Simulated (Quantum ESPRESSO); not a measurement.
# ZnO in Quantum ESPRESSO: convergence with k mesh

Input of the first run (k mesh 2 × 2 × 1); the others differ in this setting and in those tied to it:

Contents of pw.in:

```
&CONTROL
  calculation = 'scf'
  prefix = 'pwscf'
  outdir = './tmp'
  pseudo_dir = './pseudo'
  tprnfor = .true.
  tstress = .true.
  disk_io = 'nowf'
/
&SYSTEM
  ibrav = 0
  nat = 2
  ntyp = 2
  ecutwfc = 91
  nbnd = 20
  occupations = 'smearing'
  smearing = 'mv'
  degauss = 0.00734986
/
&ELECTRONS
  conv_thr = 4d-10
  electron_maxstep = 120
  mixing_beta = 0.5
/
ATOMIC_SPECIES
Zn    65.3800 Zn.upf
O     15.9990 O.upf
CELL_PARAMETERS angstrom
   1.4332300000   -3.5270800000    0.0000000000
   1.4332300000    3.5270800000    0.0000000000
   0.0000000000    0.0000000000    2.8384900000
ATOMIC_POSITIONS crystal
Zn     0.0000000000    0.0000000000    0.0000000000
O      0.5000000000    0.5000000000    0.5000000000
K_POINTS automatic
2 2 1 0 0 0
```

Potentials or basis: Ansatz NC SR PBE.

Run with:

```bash
$ OMP_NUM_THREADS=1 pw.x -in pw.in > pw.out
```

The cell was built by a generator and needn't be a form met in nature.

Hardware: 1 thread of Arm Neoverse N1, on a shared host.

| k mesh | energy less the tightest run, at zero smearing (meV/atom) | pressure (GPa) | gap on the mesh (eV) | SCF cycles | CPU time (s) | peak memory (GiB) |
| --- | --- | --- | --- | --- | --- | --- |
| 2 × 2 × 1 | 748.99 | -0.48 | 0.000 | 12 | 8.1 | 0.06 |
| 3 × 3 × 3 | 69.87 | -0.31 | 0.389 | 11 | 17 | 0.06 |
| 4 × 4 × 4 | 17.98 | -0.21 | 0.000 | 10 | 41 | 0.07 |
| 6 × 6 × 5 | 2.82 | -0.24 | 0.000 | 10 | 77 | 0.09 |
| 8 × 8 × 7 | 0.26 | -0.24 | 0.000 | 11 | 180 | 0.13 |
| 9 × 9 × 8 | 0.15 | -0.24 | 0.000 | 11 | 270 | 0.17 |
| 10 × 10 × 9 | 0.03 | -0.24 | 0.000 | 11 | 320 | 0.19 |
| 12 × 12 × 11 | 0.00 | -0.24 | 0.000 | 11 | 550 | 0.28 |
| 14 × 14 × 13 | timed out after 680 s | - | - | - | - | - |

Against the tightest run, the energy stays within 1 meV/atom from 8 × 8 × 7 on; the pressure stays within 0.1 GPa from 3 × 3 × 3 on; the gap on the mesh stays within 0.01 eV from 4 × 4 × 4 on. Meshes of other sizes hit other points, so gaps and Fermi surfaces needn't settle smoothly. The tightest run that finished is the yardstick and may itself not be fully converged.
